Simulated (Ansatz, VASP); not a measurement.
# Si27C26 (V_C) in two plane-wave programs

One calculation is typed for both programs; each brings its own data sets. How far apart do they land? The cell is taken from a series of runs on this material, whose earlier steps may have relaxed, scaled, displaced or heated it; both programs get it as it stands.

Calculated with Ansatz 0.2.0; plane waves, with VASP 6.6.1 beside it; single point at r2SCAN.

## Step 1: The structure

The cell holds 53 atoms: 27 Si and 26 C. Cell: a = 9.242 Å, b = 9.242 Å, c = 9.242 Å, α = 60.0°, β = 60.0°, γ = 60.0°. It derives from SiC (SiC (F-43m)). Nearest the centre at fractional (0.417, 0.417, 0.417): Si14 at 1.68 Å, Si23 at 1.73 Å, Si15 at 1.75 Å, Si17 at 1.75 Å, C32 at 3.04 Å, C49 at 3.04 Å, C39 at 3.06 Å, C42 at 3.06 Å.

As a file:

```
Si C
1.0
     0.00000    6.53489    6.53489
     6.53489    0.00000    6.53489
     6.53489    6.53489    0.00000
Si C
27 26
Direct
  0.00085 0.00022 0.00013
  0.99989 0.99992 0.33416
  0.00011 0.00096 0.66642
  0.99989 0.33425 0.99982
  0.99960 0.33434 0.33425
  0.00228 0.33517 0.66421
  0.00011 0.66651 0.00087
  0.00228 0.66430 0.33508
  0.99866 0.66709 0.66699
  0.33410 0.99994 0.99985
  0.33393 0.00030 0.33423
  0.33524 0.00190 0.66530
  0.33393 0.33432 0.00021
  0.35568 0.33613 0.33604
  0.33396 0.34810 0.64852
  0.33524 0.66540 0.00181
  0.33396 0.64861 0.34801
  0.33450 0.66678 0.66668
  0.66642 0.00024 0.00015
  0.66699 0.99839 0.33475
  0.66501 0.00177 0.66547
  0.66699 0.33485 0.99829
  0.64578 0.33302 0.33293
  0.66506 0.33501 0.66418
  0.66501 0.66556 0.00168
  0.66506 0.66427 0.33492
  0.66683 0.66655 0.66646
  0.08377 0.08372 0.08363
  0.08360 0.08405 0.41666
  0.08407 0.08399 0.74983
  0.08360 0.41675 0.08396
  0.08847 0.41589 0.41580
  0.08027 0.41831 0.75214
  0.08407 0.74992 0.08389
  0.08027 0.75223 0.41821
  0.08308 0.75060 0.75051
  0.41658 0.08387 0.08378
  0.41854 0.08089 0.41707
  0.41602 0.08636 0.74927
  0.41854 0.41716 0.08080
  0.41608 0.41777 0.75177
  0.41602 0.74936 0.08627
  0.41608 0.75187 0.41768
  0.41660 0.75107 0.75098
  0.75059 0.08332 0.08323
  0.75253 0.07953 0.41705
  0.74974 0.08386 0.74980
  0.75253 0.41714 0.07944
  0.74717 0.41529 0.41520
  0.75128 0.41639 0.74765
  0.74974 0.74989 0.08377
  0.75128 0.74775 0.41630
  0.74827 0.75115 0.75105
```

## Step 2: Ansatz: single point, r2SCAN, pair 1

Ansatz runs on its PAW soft_1 files.

With cell and atoms fixed, the geometry can't cause a difference; cores, projectors, grids and the points listed under the comparison can.

input.yaml reads:

```yaml
crystal:
  checkpoint: "../qm2_M2.relax.run"
  host: checkpoint
basis:
  ecutwfc: 500
  xc_grid: 2
hamiltonian:
  xc: r2scan
  pseudopotentials: { kind: paw, azcp: { folder: soft_1 } }
kpoints:
  mp_grid: { grid: [2, 2, 2], shift: [0.5, 0.5, 0.5] }
scf:
  occupations: { method: fixed }
  max_iter: 100
output:
  forces: true
  eigenvalues: true
  charged_corrections: { defect_position: [0.416667, 0.416667, 0.416667] }
checkpoint:
  read: "../qm2_M2.relax.run"
  write: "../qm2_M2.point_neutral.run"
  compress: false
  write_wavefunctions: false
  write_every: 100000
```

Launch:

```sh
> ansatz run input.yaml --threads 4 --pin off --max-ram 7536MiB --backend cpu --events-out ev --progress --plain --runs-dir out
```

Numbers of over 12 decimals in the logs are rounded to 6 here.

What it wrote:

```text
Warning: at least one further symmetry operation maps every atom of the structure, as the run holds it, onto an atom to within 4.03e-5 (fractional), and is not used: no operation is sought that the atoms, as the run holds them, miss by more than 2.00e-5, twice crystal.symmetry.tolerance (1.0e-5). The run uses 1 unitary operations. The run imposes no operation that its atoms and lattice do not hold. Figures that only  [...]
Warning: checkpoint.read: spin treatment differs: saved collinear, current unpolarized; the saved charge density seeds this run and the saved magnetisation is not carried: this deck is unpolarised; the saved density holds an absolute magnetisation of 2.1e0 μB; saved orbitals and DFT+U occupations are not carried; the saved kinetic-energy density and PAW projector densities are carried summed over spin
checkpoint.read: the saved state was converged at a total charge of -2 e, and this run's is 0 e: a saved density that it takes is scaled to its electron count
crystal.checkpoint: the structure is that of <dir>, a `relax` run, at its step 13: its result, under r2scan at a charge of -2 e; 53 atoms read, 0 with a starting moment; this deck's charge is 0 e; crystal.structure_sha256 for this input is
Engine: ansatz 0.2.0, x86_64-unknown-linux-gnu
Pseudopotentials: kind: paw
Pseudopotential: Si, paw, valence charge 4, recommended cutoff 500 eV (meta_gga), soft_1/Si.paw.azcp
Pseudopotential: C, paw, valence charge 4, recommended cutoff 500 eV (meta_gga), soft_1/C.paw.azcp
Functional definition: r2SCAN
  parameter k0 = 0.174
  parameter k1 = 0.065
  parameter a1 = 4.9479
  exchange = r2scan_x(k0 = k0, k1 = k1, a1 = a1)
  correlation = r2scan_c
Crystal: 53 atoms, lattice volume = 558.142 Å³
Basis set: ecut = 500 eV, 14163 PW (Γ), exchange–correlation on 144×144×144 points (8 copies of the dense FFT grid, shifted against one another)
Bands: 159, of which v1, the nominal top of the filled ones, is band 106 counted from 1 (105 counted from 0)
Symmetry: 1 space group operations
Space group: P1 (ITA 1), of the structure as read, at distance tolerance 8.2e-5 Å
k-points: 4 of 8 (time reversal used)
Non-local potential: Si, projectors of the file, l = 0: 2, l = 1: 2, l = 2: 1
Non-local potential: C, projectors of the file, l = 0: 2, l = 1: 2, l = 2: 1
PAW form: soft (Blöchl's): semilocal exchange-correlation on the pseudo side does not see the compensation charge
PAW frozen core: Si, regenerated for the run's functional (the file was generated under x = pbe(κ = 0.804, μ = 0.219515), c = pbe(β = 0.066725))
PAW frozen core: C, regenerated for the run's functional (the file was generated under x = pbe(κ = 0.804, μ = 0.219515), c = pbe(β = 0.066725))
PAW one-centre angular grid: Si, 302 points (default); XC on 160 Gauss nodes
PAW one-centre angular grid: C, 302 points (default); XC on 219 of its mesh's 2255 points in the sphere
Initial density: read from a saved state, or passed on in memory by an earlier SCF of this step, an earlier step, the calling program or the single point that the run made first
Initial wavefunctions: pseudopotential atomic-orbital guess
Functional: x = r2scan, c = r2scan; τ floored in thin density (d = 2e-4 eV/Å³)
iter 1 solved again at ethr=1.56e-3 eV; its pass at ethr=3.10e-3 eV (dr2=3.30e0 eV) is discarded
SCF iter   1: F=—  HF=-23809.253419 eV  |F-HF|=—  |Δ(HF+E_count)|=         —  Δρ=1.08e-2  dr2=3.31e0  dr2_τ=1.27e-2  ethr=1.56e-3  ⟨swp⟩=1.0  Hψ=3141  notcnv=0  defer=183
preconditioner: auto → Resta (q_TF=auto, 2.322 Å⁻¹)  ε∞=4.3  [insulator: Δε(μ)=0.120 eV  Ē_g=12.629 eV  n_scr=112 (ndim 8)  ℏωp=22.9 eV  f_vac=0.000  ε∞_Penn≈4.3]
SCF iter   2: F=—  HF=-23808.540112 eV  |F-HF|=—  |Δ(HF+E_count)|=   7.13e-1  Δρ=4.59e-3  dr2=4.14e-1  dr2_τ=8.20e-3  ethr=1.56e-3  ⟨swp⟩=3.0  Hψ=658  notcnv=0  defer=204
SCF iter   3: F=—  HF=-23808.443520 eV  |F-HF|=—  |Δ(HF+E_count)|=   9.66e-2  Δρ=1.85e-3  dr2=2.53e-2  dr2_τ=8.85e-4  ethr=1.95e-4  ⟨swp⟩=3.0  Hψ=1068  notcnv=0  defer=204
SCF iter   4: F=—  HF=-23808.441645 eV  |F-HF|=—  |Δ(HF+E_count)|=   1.87e-3  Δρ=5.37e-4  dr2=1.56e-3  dr2_τ=1.93e-4  ethr=1.20e-5  ⟨swp⟩=3.0  Hψ=849  notcnv=0  defer=204
SCF iter   5: F=—  HF=-23808.441850 eV  |F-HF|=—  |Δ(HF+E_count)|=   2.05e-4  Δρ=1.35e-4  dr2=9.62e-5  dr2_τ=5.01e-6  ethr=7.37e-7  ⟨swp⟩=2.0  Hψ=885  notcnv=0  defer=60
[...]
SCF iter   8: F=-23808.441663 eV  HF=-23808.441663 eV  |F-HF|=5.51e-9  |Δ(HF+E_count)|=   1.46e-8  Δρ=2.04e-6  dr2=2.36e-8  dr2_τ=1.53e-9  ethr=4.72e-11  ⟨swp⟩=13.5  Hψ=2957  notcnv=0
SCF 1 converged in 8 iterations: F = -23808.441663 eV  dr2 = 2.36e-8
  greatest PAW one-centre occupation: 0.664 electrons in one spin orbital (limit 2), on the C atom at site 42 (counted from 0), in its partial waves of l = 0
SCF converged after 8 iterations
Free energy (F): -23808.441663 eV
Harris-Foulkes:  -23808.441663 eV  (|F-HF|=5.51e-9)
Internal energy: -23808.441663 eV  (E = F + TS)
E sigma→0 (E₀):  -23808.441663 eV
Fermi energy:    10.486749 eV
--- Per-component energies (eV) ---
  E_band       = 661.078943
  E_kinetic    = 3503.346774
  E_local      = -2543.783444  (includes V_loc(G=0)·N_el)
  E_nonlocal   = 1164.619104
  E_hartree    = 871.277563
  E_xc         = -2684.414894
  E_vxc        = -3106.639233  (∫ρ·V_xc dr)
  E_paw        = -16634.577365  (= ΣΔE_a)
  E_vpaw       = -243.561770  (= ΣTr[D̂ρ^β])
  E_aug_tail   = 0.000397  (compensation charges beyond the density's cutoff)
  E_vtau       = 144.544589  (kinetic-family band-sum trace: ∫τ·v_τ [+ j·A + Jᵃ·Aᵃ] dr)
  E_ewald      = -7482.201985
  E_core_change = -2.707815  (= ΣΔE_core)
  E_smearing   = -0.000000  (= −TS)
  E_closure    = -0.000000  (closes the sum)
  Σ components = -23808.441663   (vs F -23808.441663, Δ=0.00e0)
--- Forces (eV/Å), atoms counted from 1 ---
  atom   1  Si    -0.04271290    -0.05122490    -0.05167916
  atom   2  C     -0.02827510    -0.01678020    -0.01586161
  atom   3  Si    -0.03682557    -0.02676532     0.76695956
  atom   4  C      0.06120575     0.01322022    -0.00336907
  atom   5  Si     0.06061319     0.08406070    -0.09550322
  atom   6  C     -0.01231597    -0.01917280     0.19809519
  atom   7  Si    -0.03732094     0.77007685    -0.02676218
  atom   8  C      0.06158788    -0.00330423     0.01274870
  atom   9  Si    -0.97298929    -0.00270986    -0.00246905
  atom  10  C      0.39238948     0.64348801     0.64291694
  atom  11  Si     0.07607661     0.12604959    -0.62612419
  atom  12  C     -0.50491605    -0.33028869     0.41966596
  atom  13  Si     0.06048833    -0.09522841     0.08605653
  atom  14  C     -0.01241927     0.19752771    -0.01971739
  atom  15  Si     0.07569607    -0.62400603     0.12843910
  atom  16  C     -0.50492177     0.41905126    -0.33095655
  atom  17  Si     0.59199669     0.03417810     0.03627027
  atom  18  C     -0.18704856    -0.00051051    -0.00155140
  atom  19  Si     0.86342832    -0.01622586    -0.01746646
  atom  20  C     -0.02605625     0.02070823     0.02071554
  atom  21  Si    -0.02074585    -0.71511263     0.00278740
  atom  22  C      0.53140438     0.24700535     0.52993144
  atom  23  Si     0.02498522     0.00074114    -0.61542436
  atom  24  C     -0.38460214    -0.57421873     0.52215975
[...]
atom  46  Si     0.02121529     0.58102459    -0.11246699
  atom  47  C      0.00052034    -0.08590147     0.06420691
  atom  48  Si     0.01950722     0.03850880     0.60338442
  atom  49  C     -0.00581140     0.00919886    -0.19970541
  atom  50  Si     0.02037335    -0.11089092     0.58049001
  atom  51  C      0.00085276     0.06368705    -0.08559240
  atom  52  Si     0.02957491     0.01745888     0.01609847
  atom  53  C     -0.03806339    -0.06675391    -0.06624432
  max |Σ_I F_I| component: 2.33e-3 eV/Å
--- Band table (eV) ---
  k-point 0: bands = [... 102 lower, 8.6193, 9.0775, 9.0869, 10.4867, 11.0816, 11.2801, 11.9114, 12.0956, ... 13 higher]
  k-point 1: bands = [... 102 lower, 8.5983, 8.7450, 8.9437, 10.1073, 10.5950, 10.9816, 11.5564, 12.6381, ... 13 higher]
  k-point 2: bands = [... 102 lower, 8.5984, 8.7450, 8.9437, 10.1072, 10.5954, 10.9813, 11.5564, 12.6378, ... 13 higher]
  k-point 3: bands = [... 102 lower, 8.5847, 8.7317, 8.9332, 9.8176, 10.8121, 11.0613, 11.5370, 12.7785, ... 13 higher]
```

## Step 3: VASP: single point, r2SCAN, pair 1

The same cell, functional and mesh now go to VASP, with its own data sets.

Lines of VASP's logs that name or quote its potential files are left out, and so is its time.

INCAR reads:

```
SYSTEM = Si27C26
PREC = Accurate
ENCUT = 580
EDIFF = 1E-06
NELM = 120
ISMEAR = 0
SIGMA = 0.01
LREAL = Auto
ALGO = Normal
METAGGA = R2SCAN
LASPH = .TRUE.
NBANDS = 144
LORBIT = 11
LWAVE = .FALSE.
LCHARG = .FALSE.
ISIF = 2
ISYM = 0
GGA_COMPAT = .FALSE.
EFERMI = MIDGAP
LMIXTAU = .TRUE.
KPAR = 4
```

POSCAR reads:

```
Si27C26
1.0
    0.0000000000      6.5348887282      6.5348887282
    6.5348887282      0.0000000000      6.5348887282
    6.5348887282      6.5348887282      0.0000000000
Si C
27 26
Direct
    0.0008535665      0.0002198271      0.0001275066
    0.9998884964      0.9999150027      0.3341559299
    0.0001053552      0.0009640291      0.6664201103
    0.9998884964      0.3342482504      0.9998226822
    0.9995984651      0.3343442382      0.3342519178
    0.0022801362      0.3351698375      0.6642110938
    0.0001053552      0.6665124307      0.0008717087
    0.0022801362      0.6643034142      0.3350775171
    0.9986626789      0.6670854368      0.6669931164
    0.3341046521      0.9999404157      0.9998480953
    0.3339329306      0.0003043903      0.3342254435
    0.3352417446      0.0019002809      0.6653033066
    0.3339329306      0.3343177639      0.0002120699
    0.3556814915      0.3361343696      0.3360420492
    0.3339573756      0.3481029814      0.6485179031
    0.3352417446      0.6653956270      0.0018079605
    0.3339573756      0.6486102236      0.3480106609
    0.3344956707      0.6667760737      0.6666837533
    0.6664166928      0.0002382578      0.0001459374
    0.6669937736      0.9983859072      0.3347537979
    0.6650079151      0.0017689911      0.6654699130
    0.6669937736      0.3348461183      0.9982935868
    0.6457758700      0.3330206318      0.3329283114
    0.6650597612      0.3350094052      0.6641764984
    0.6650079151      0.6655622334      0.0016766706
    0.6650597612      0.6642688188      0.3349170848
    0.6668303059      0.6665546938      0.6664623734
    0.0837676751      0.0837231174      0.0836307970
    0.0835951471      0.0840484567      0.4166624693
    0.0840675319      0.0839866273      0.7498272370
    0.0835951471      0.4167547897      0.0839561363
    0.0884717032      0.4158886639      0.4157963435
    0.0802673337      0.4183069129      0.7521386822
    0.0840675319      0.7499195574      0.0838943068
    0.0802673337      0.7522310027      0.4182145924
    0.0830810327      0.7506034113      0.7505110909
    0.4165764205      0.0838735045      0.0837811841
    0.4185375082      0.0808876776      0.4170668177
    0.4160194778      0.0863593694      0.7492685644
    0.4185375082      0.4171591381      0.0807953571
    0.4160805225      0.4177711130      0.7517736608
    0.4160194778      0.7493608848      0.0862670489
    0.4160805225      0.7518659812      0.4176787925
    0.4166001276      0.7510709296      0.7509786092
    0.7505927563      0.0833194623      0.0832271418
    0.7525331754      0.0795276893      0.4170522248
    0.7497355713      0.0838643668      0.7498025866
    0.7525331754      0.4171445452      0.0794353689
    0.7471735899      0.4152885825      0.4151962621
    0.7512826370      0.4163906750      0.7476546401
    0.7497355713      0.7498949071      0.0837720463
    0.7512826370      0.7477469606      0.4162983546
    0.7482673227      0.7511452889      0.7510529685
```

KPOINTS reads:

```
Points of the shifted mesh
8
Reciprocal
 0.2500000000  0.2500000000  0.2500000000 1
 0.2500000000  0.2500000000  0.7500000000 1
 0.2500000000  0.7500000000  0.2500000000 1
 0.2500000000  0.7500000000  0.7500000000 1
 0.7500000000  0.2500000000  0.2500000000 1
 0.7500000000  0.2500000000  0.7500000000 1
 0.7500000000  0.7500000000  0.2500000000 1
 0.7500000000  0.7500000000  0.7500000000 1
```

PAW data sets: Si and C (PBE family, release 64).

Launch:

```sh
> mpirun -np 8 vasp_std
```

What it wrote:

```text
[banner, memory and clock lines left out]
running    8 mpi-ranks, on    1 nodes
[...]
|                                                                             |
|           W    W    AA    RRRRR   N    N  II  N    N   GGGG   !!!           |
|           W    W   A  A   R    R  NN   N  II  NN   N  G    G  !!!           |
|           W    W  A    A  R    R  N N  N  II  N N  N  G       !!!           |
|           W WW W  AAAAAA  RRRRR   N  N N  II  N  N N  G  GGG   !            |
|           WW  WW  A    A  R   R   N   NN  II  N   NN  G    G                |
|           W    W  A    A  R    R  N    N  II  N    N   GGGG   !!!           |
|                                                                             |
|     For optimal performance we recommend to set                             |
|       NCORE = 2 up to number-of-cores-per-socket                            |
|     NCORE specifies how many cores store one orbital (NPAR=cpu/NCORE).      |
|     This setting can greatly improve the performance of VASP for DFT.       |
[...]
|               ----> ADVICE to this user running VASP <----                  |
|                                                                             |
|     You enforced a specific xc type in the INCAR file but a different       |
|     [... a line on the potential file left out ...]
|     I HOPE YOU KNOW WHAT YOU ARE DOING!                                     |
|                                                                             |

 LDA part: xc-table for (None), standard interpolation
 POSCAR, INCAR and KPOINTS ok, starting setup
[...]
entering main loop
       N       E                     dE             d eps       ncg     rms          rms(c)
DAV:   1     0.589552253775E+03    0.58955E+03   -0.10667E+05  2304   0.150E+03
DAV:   2    -0.505053057731E+03   -0.10946E+04   -0.10342E+04  2816   0.252E+02
DAV:   3    -0.583308309574E+03   -0.78255E+02   -0.77279E+02  2744   0.624E+01
DAV:   4    -0.585094910516E+03   -0.17866E+01   -0.17784E+01  2800   0.103E+01
[...]
DAV:  22    -0.506079463503E+03   -0.33222E-05   -0.70219E-06  2480   0.798E-03    0.647E-02
DAV:  23    -0.506079468682E+03   -0.51797E-05   -0.12254E-06  1344   0.391E-03    0.606E-02
DAV:  24    -0.506079468878E+03   -0.19600E-06   -0.21633E-07  1344   0.156E-03
   1 F= -.50607947E+03 E0= -.50607947E+03  d E =-.118446E-14
```

Parts of OUTCAR (step 3):

```text
  Total        1.2578416     -8.8893513     -8.8944426     -1.0623097     -2.6891838     -1.0640971
  in kB        3.6107045    -25.5173789    -25.5319940     -3.0494194     -7.7194523     -3.0545502
  external PRESSURE =     -15.8128895 kB  Pullay stress =       0.0000000 kB

 POSITION                                       TOTAL-FORCE (eV/Angst)
 -----------------------------------------------------------------------------------
      0.00227      0.00641      0.00701        -0.039064     -0.046669     -0.046112
      8.71801      8.71783     13.06849        -0.037364     -0.027831      0.763683
      4.36128      4.35567      0.00699         0.062359      0.085128     -0.095629
      8.71801     13.06789      8.71844        -0.037502      0.763974     -0.027861
      4.36920      8.71656      8.71717        -0.975361     -0.002436     -0.002707
      6.53084      4.35545      2.20520         0.078983      0.127669     -0.618739
      4.36128      0.00639      4.35627         0.061955     -0.095407      0.085123
      6.53084      2.20459      4.35605         0.078770     -0.618601      0.127752
      8.71805     10.88488     10.88548         0.585910      0.031559      0.032257
     13.06840      8.71723      8.71784         0.863411     -0.018221     -0.018488
      2.18612      4.36634      2.18420        -0.021428     -0.710639      0.002254
      4.36010      6.53845      2.20319         0.022846      0.000706     -0.608167
      2.18612      2.18360      4.36694        -0.021629      0.002827     -0.711000
      4.39260      4.52034      4.52094        -1.662075     -1.015711     -1.015613
[...]
-----------------------------------------------------------------------------------
    total drift:                               -0.005963      0.008902      0.011013

  FREE ENERGIE OF THE ION-ELECTRON SYSTEM (eV)
  ---------------------------------------------------
  free  energy   TOTEN  =      -506.0794688783 eV

  energy  without entropy=     -506.0794688783  energy(sigma->0) =     -506.07946888

[... 1 further part left out ...]
```

The run ends at a pressure of -1.58 GPa, with forces up to 2.2 eV/Å.

## Step 4: Comparison

Known differences besides the potentials themselves: VASP keeps PBE cores, Ansatz makes them for the functional; fixed occupations in Ansatz, narrow Gaussian smearing in VASP; the cutoff is 500 eV in Ansatz and 580 eV in VASP (PREC = Accurate, projectors in real space). Total energies have different zeros and are not compared.

Both answers:

| quantity | Ansatz | VASP | difference |
| --- | --- | --- | --- |
| gap on the k mesh (eV) | 0.108 | 0.107 | +0.001 |

Forces on 8 of the 53 atoms, those with the largest forces and the largest differences (eV/Å; atoms numbered as in POSCAR):

| atom | Ansatz x, y, z | VASP x, y, z |
| --- | --- | --- |
| Si5 | -0.973, -0.003, -0.002 | -0.975, -0.002, -0.003 |
| Si14 | -1.654, -1.016, -1.013 | -1.662, -1.016, -1.016 |
| Si15 | 1.544, 1.083, -1.004 | 1.552, 1.086, -1.013 |
| Si17 | 1.544, -1.005, 1.083 | 1.552, -1.013, 1.087 |
| Si23 | -1.477, 0.979, 0.980 | -1.486, 0.985, 0.985 |
| C32 | 0.392, 0.643, 0.643 | 0.406, 0.638, 0.638 |
| C38 | 0.531, 0.247, 0.530 | 0.526, 0.258, 0.522 |
| C49 | 0.451, -0.560, -0.559 | 0.465, -0.556, -0.556 |

The forces differ by 4.7 meV/Å r.m.s., which is 1.0 % of the r.m.s. force of 0.467 eV/Å (both taken over all components). A gap on the mesh is an upper bound, since the band edges may lie between its points. VASP's last cycles still show a density residual of 6e-03, so its state may not be settled.

(Part 1 of 2 ends here.)

[Lines on the potential files, build, host, timing and source positions are cut from VASP's logs without a mark.]

[Logs are printed without paths, hosts, clocks, repeated set-up lines and the standing remarks that a program may print on its own settings, such as how far it seeks lower states.]

[Hosts, paths, dates, database ids (printed as entryN), source tags and the programs' standing remarks are cut or masked in the printed files.]
